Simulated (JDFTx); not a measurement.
# NaCl (Pm-3m) in JDFTx: notebook

One crystal, NaCl, is run at these levels: LDA, PBEsol; tasks: single point.

Everything below comes from runs of JDFTx 1.7.0 (patched build). Logs are shortened: lines on timing, memory, paths and dates and some standing lists are left out, and cuts for length are marked. The log counts tension as positive stress, the text compression.

### 1 Starting point

The structure is cubic, space group Pm-3m (No. 221). Conventional cell: a = 3.502 Å, b = 3.502 Å, c = 3.502 Å, α = 90.00°, β = 90.00°, γ = 90.00°. Cl (site symmetry m-3m) has 8 Na at 3.03 Å as nearest neighbours. Around Na (site symmetry m-3m) lie 8 Cl at 3.03 Å.

Measurements of this composition are mostly on another form, of space group No. 225.

### 2 Single point, LDA

Contents of NaCl.in:

```
include NaCl.lattice
coords-type Lattice
include NaCl.ionpos

ion-species pseudo/Cl.upf
ion-species pseudo/Na.upf
elec-cutoff 40 320
elec-ex-corr lda-PW
kpoint-folding 4 4 4
elec-smearing Fermi 0.0018374661
elec-n-bands 14
electronic-SCF nIterations 100 energyDiffThreshold 1e-09
electronic-minimize nIterations 30 energyDiffThreshold 1e-7
converge-empty-states yes
forces-output-coords Cartesian

dump-name run.$VAR
dump End Ecomponents EigStats BandEigs Kpoints Forces Stress ElecDensity
```

Contents of NaCl.lattice:

```
lattice \
    6.6181799364     0.0000000000     0.0000000000 \
    0.0000000000     6.6181799364     0.0000000000 \
    0.0000000000     0.0000000000     6.6181799364
```

Contents of NaCl.ionpos:

```
ion Cl     0.5000000000     0.5000000000     0.5000000000 1
ion Na     0.0000000000     0.0000000000     0.0000000000 1
```

Potentials or basis: SG15-PBE-1.2 with smoothed tails.

Started as:

```console
> jdftx -c 1 -i NaCl.in -o NaCl.out
```

Standard output:

```text
*************** JDFTx 1.7.0 (patched build) ***************

[... 9 lines left out ...]
---------- Initializing the Grid ----------
R =
[      6.61818            0            0  ]
[            0      6.61818            0  ]
[            0            0      6.61818  ]
unit cell volume = 289.878
G =
[   0.949383          0          0  ]
[          0   0.949383          0  ]
[          0          0   0.949383  ]
Minimum fftbox size, Smin = [  56  56  56  ]
Chosen fftbox size, S = [  56  56  56  ]

---------- Initializing tighter grid for wavefunction operations ----------
R =
[      6.61818            0            0  ]
[            0      6.61818            0  ]
[            0            0      6.61818  ]
unit cell volume = 289.878
G =
[   0.949383          0          0  ]
[          0   0.949383          0  ]
[          0          0   0.949383  ]
Minimum fftbox size, Smin = [  40  40  40  ]
Chosen fftbox size, S = [  40  40  40  ]

---------- Exchange Correlation functional ----------
Initalized Slater LDA exchange.
Initalized Perdew-Wang LDA correlation.

---------- Setting up pseudopotentials ----------
Width of ionic core gaussian charges (only for fluid interactions / plotting) set to 0

Reading pseudopotential file 'pseudo/Cl.upf':
  'Cl' pseudopotential, 'PBE' functional
  WARNING: this pseudopotential is for another kind of functional than that of the calculation, 'lda-PW'.
  Generated using ONCVPSP code by D. R. Hamann
  7 valence electrons, 0 orbitals, 4 projectors, 602 radial grid points, with lMax = 1
  Core radius for overlap checks: 2.06 bohrs.

Reading pseudopotential file 'pseudo/Na.upf':
  'Na' pseudopotential, 'PBE' functional
  WARNING: this pseudopotential is for another kind of functional than that of the calculation, 'lda-PW'.
  Generated using ONCVPSP code by D. R. Hamann
  9 valence electrons, 0 orbitals, 4 projectors, 602 radial grid points, with lMax = 1
  Core radius for overlap checks: 2.01 bohrs.

Initialized 2 species with 2 total atoms.

Folded 1 k-points by 4x4x4 to 64 k-points.

---------- Setting up k-points, bands, fillings ----------
Reduced to 10 k-points under symmetry.
Computing the number of bands and number of electrons
Calculating initial fillings.
nElectrons:  16.000000   nBands: 14   nStates: 10

----- Setting up reduced wavefunction bases (one per k-point) -----
average nbasis = 3501.859 , ideal nbasis = 3502.674

---------- Setting up ewald sum ----------
Optimum gaussian width for ewald sums = 2.352215 bohr.
Real space sum over 1331 unit cells with max indices [  5  5  5  ]
Reciprocal space sum over 2197 terms with max indices [  6  6  6  ]

---------- Allocating electronic variables ----------
Initializing wave functions:  (No orbitals for LCAO)  bandwidth-limited random numbers

Setting the auxilliary hamiltonian equal to the subspace hamiltonian.

-------- Electronic minimization -----------
Will mix electronic density at each iteration.
	FillingsUpdate:  mu: +0.586891322  nElectrons: 16.000000
	FillingsUpdate:  mu: -0.212476498  nElectrons: 16.000000
SCF: Cycle:  0   F: -53.915484864299017   dF: -2.298e+01   |Residual|: 2.456e+00   |deigs|: 1.819e+00
	FillingsUpdate:  mu: -0.092568954  nElectrons: 16.000000
SCF: Cycle:  1   F: -56.019977206702848   dF: -2.104e+00   |Residual|: 2.282e+00   |deigs|: 3.115e-01
	FillingsUpdate:  mu: +0.086778689  nElectrons: 16.000000
SCF: Cycle:  2   F: -57.276745872336974   dF: -1.257e+00   |Residual|: 8.534e-01   |deigs|: 7.862e-01
	FillingsUpdate:  mu: +0.179516565  nElectrons: 16.000000
SCF: Cycle:  3   F: -57.528226043320487   dF: -2.515e-01   |Residual|: 6.279e-01   |deigs|: 5.671e-01
	FillingsUpdate:  mu: +0.165345943  nElectrons: 16.000000
SCF: Cycle:  4   F: -57.585878434602215   dF: -5.765e-02   |Residual|: 2.566e-01   |deigs|: 3.582e-02
	FillingsUpdate:  mu: +0.156208427  nElectrons: 16.000000
SCF: Cycle:  5   F: -57.605242286501699   dF: -1.936e-02   |Residual|: 6.382e-02   |deigs|: 6.540e-02
	FillingsUpdate:  mu: +0.158316984  nElectrons: 16.000000
SCF: Cycle:  6   F: -57.605704180542659   dF: -4.619e-04   |Residual|: 8.511e-03   |deigs|: 1.023e-02
	FillingsUpdate:  mu: +0.159151362  nElectrons: 16.000000
SCF: Cycle:  7   F: -57.605626617422558   dF: +7.756e-05   |Residual|: 2.578e-02   |deigs|: 4.670e-03
	FillingsUpdate:  mu: +0.158325461  nElectrons: 16.000000
SCF: Cycle:  8   F: -57.605726059231415   dF: -9.944e-05   |Residual|: 1.510e-02   |deigs|: 9.136e-03
	FillingsUpdate:  mu: +0.158684643  nElectrons: 16.000000
SCF: Cycle:  9   F: -57.605775630828191   dF: -4.957e-05   |Residual|: 6.538e-04   |deigs|: 3.212e-03
	FillingsUpdate:  mu: +0.158734041  nElectrons: 16.000000
SCF: Cycle: 10   F: -57.605775937571394   dF: -3.067e-07   |Residual|: 8.149e-04   |deigs|: 3.793e-04
	FillingsUpdate:  mu: +0.158715854  nElectrons: 16.000000
SCF: Cycle: 11   F: -57.605776109486591   dF: -1.719e-07   |Residual|: 1.120e-04   |deigs|: 1.479e-04
	FillingsUpdate:  mu: +0.158720751  nElectrons: 16.000000
SCF: Cycle: 12   F: -57.605776110238303   dF: -7.517e-10   |Residual|: 1.807e-04   |deigs|: 3.599e-05
	FillingsUpdate:  mu: +0.158717448  nElectrons: 16.000000
SCF: Cycle: 13   F: -57.605776121753337   dF: -1.152e-08   |Residual|: 5.611e-05   |deigs|: 3.855e-05
	FillingsUpdate:  mu: +0.158714527  nElectrons: 16.000000
SCF: Cycle: 14   F: -57.605776122646041   dF: -8.927e-10   |Residual|: 4.818e-05   |deigs|: 2.866e-05
	FillingsUpdate:  mu: +0.158715184  nElectrons: 16.000000
SCF: Cycle: 15   F: -57.605776123137687   dF: -4.916e-10   |Residual|: 1.709e-05   |deigs|: 8.137e-06
SCF: Converged (|Delta E|<1.000000e-09 for 2 iters).

Setting wave functions to eigenvectors of Hamiltonian
Converging empty states (this may take a while): |deigs|: 1.868e-05

# Stress tensor in Cartesian coordinates [Eh/a0^3]:
[   9.5093e-05            0            0  ]
[            0   9.5093e-05            0  ]
[            0            0   9.5093e-05  ]

# Ionic positions in lattice coordinates:
ion Cl   0.500000000000000   0.500000000000000   0.500000000000000 1
ion Na   0.000000000000000   0.000000000000000   0.000000000000000 1

# Forces in Cartesian coordinates:
force Cl   0.000000000000000   0.000000000000000  -0.000000000000000 1
force Na   0.000000000000000   0.000000000000000  -0.000000000000000 1

# Energy components:
   Eewald =      -35.5001381853945546
       EH =       16.5448296548910179
     Eloc =      -48.0046557312990814
      Enl =       -8.5645459138446363
      Exc =       -8.9855970015223221
       KE =       26.9043310540318892
-------------------------------------
     Etot =      -57.6057761231376873
       TS =        0.0000000000000001
-------------------------------------
        F =      -57.6057761231376873

IonicMinimize: Iter:   0  F: -57.605776123137687  |grad|_K:  1.335e-42
IonicMinimize: Converged (|grad|_K<1.000000e-04).

Dumping 'run.eigStats' ...
	eMin: -1.749157 at state 0 ( [ +0.000000 +0.000000 +0.000000 ] spin 0 )
	HOMO: +0.085221 at state 5 ( [ +0.000000 +0.500000 +0.500000 ] spin 0 )
	mu  : +0.158715
	LUMO: +0.214233 at state 0 ( [ +0.000000 +0.000000 +0.000000 ] spin 0 )
	eMax: +0.656013 at state 9 ( [ +0.500000 +0.500000 +0.500000 ] spin 0 )
	HOMO-LUMO gap: +0.129012
	Optical gap  : +0.147958 at state 0 ( [ +0.000000 +0.000000 +0.000000 ] spin 0 )
Done!
[note: mu as printed may lie anywhere between the filled and the empty levels]
```

It took 21 s on 1 thread of Arm Neoverse V1, shared host; peak memory 0.09 GiB.

What came out:

| Item | Value |
| --- | --- |
| Free energy | -1567.5330 eV |
| Pressure | -2.8 GPa |
| Band gap on the k mesh | 3.51 eV, indirect (least direct gap 4.03 eV) |

Levels at points of the mesh, in eV from the valence-band top:
```tsv
k point	band 5	band 6	band 7	band 8	band 9	band 10	band 11	band 12
(0.00, 0.00, 0.00)	-13.42	-0.52	-0.52	-0.52	3.51	8.29	8.29	15.28
(0.00, 0.00, 0.50)	-13.05	-3.09	-0.27	-0.27	6.51	8.21	10.33	11.64
(0.00, 0.50, 0.50)	-12.78	-2.36	-2.36	0.00	5.15	9.59	10.64	10.64
(0.50, 0.50, 0.50)	-12.50	-1.92	-1.92	-1.92	6.78	6.78	6.78	11.19
```

Caveat: the k mesh is coarse (spacing up to 0.45 Å⁻¹), so the values aren't converged; the potentials were made for another functional, which shifts forces and pressure. A k mesh can miss the band edges.

### 3 Single point, PBEsol

NaCl.in, as its differences from that of step 2:

```diff
@@ -7,3 +7,3 @@
 elec-cutoff 40 320
-elec-ex-corr lda-PW
+elec-ex-corr gga-PBEsol
 kpoint-folding 4 4 4
```

NaCl.lattice is that of step 2.

NaCl.ionpos is that of step 2.

Potentials or basis: SG15-PBE-1.2 with smoothed tails.

Started as:

```console
> jdftx -c 1 -i NaCl.in -o NaCl.out
```

Wall time 23 s (1 thread of Arm Neoverse V1, shared host); peak memory 0.09 GiB.

The run converged. Its results:

- Free energy: -1569.5682 eV
- Pressure: -1.0 GPa
- Band gap on the k mesh: 3.81 eV, indirect (least direct gap 4.31 eV)

Levels at points of the mesh, in eV from the valence-band top:
```csv
k point,band 5,band 6,band 7,band 8,band 9,band 10,band 11,band 12
"(0.00, 0.00, 0.00)",-13.40,-0.50,-0.50,-0.50,3.81,8.46,8.46,15.59
"(0.00, 0.00, 0.50)",-13.03,-3.01,-0.26,-0.26,6.73,8.49,10.44,11.83
"(0.00, 0.50, 0.50)",-12.76,-2.32,-2.32,0.00,5.44,9.76,10.87,10.87
"(0.50, 0.50, 0.50)",-12.49,-1.89,-1.89,-1.89,6.99,6.99,6.99,11.67
```

Caveat: the k mesh is coarse (spacing up to 0.45 Å⁻¹), so the values aren't converged; the empty levels aren't tightly converged; the potentials were made for another functional, which shifts forces and pressure. A k mesh can miss the band edges.
